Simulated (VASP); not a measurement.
SnTe:

```
CELL_PARAMETERS angstrom
0.00000 3.61115 3.61115
3.61115 0.00000 3.61115
3.61115 3.61115 0.00000
ATOMIC_POSITIONS crystal
Te 0.25000 0.25000 0.25000
Sn 0.00000 0.00000 0.00000
```

Measurements of this composition are mostly on another form, of space group No. 225.

Base run:

| Item | Value |
| --- | --- |
| Program | VASP 6.6.1 |
| Functional | TB-mBJ |
| Potentials or basis | VASP PAW PBE potentials, release 64 (Te, Sn_d) |
| Cutoff | 520 eV |
| k mesh | 8 × 8 × 8 |
| Occupations | gaussian, width 0.02 eV |
| Spin | no spin polarisation |

Its results: band gap on the k mesh 0.54 eV, indirect (least direct gap 1.15 eV).

Q: The run is repeated on the same cell with these changes: functional from TB-mBJ to r2SCAN. What comes out?

A: Band gap on the k mesh 0.15 eV, indirect (least direct gap 0.89 eV).

Caveats: spin-orbit coupling is left out, which moves the levels of the heavy elements.
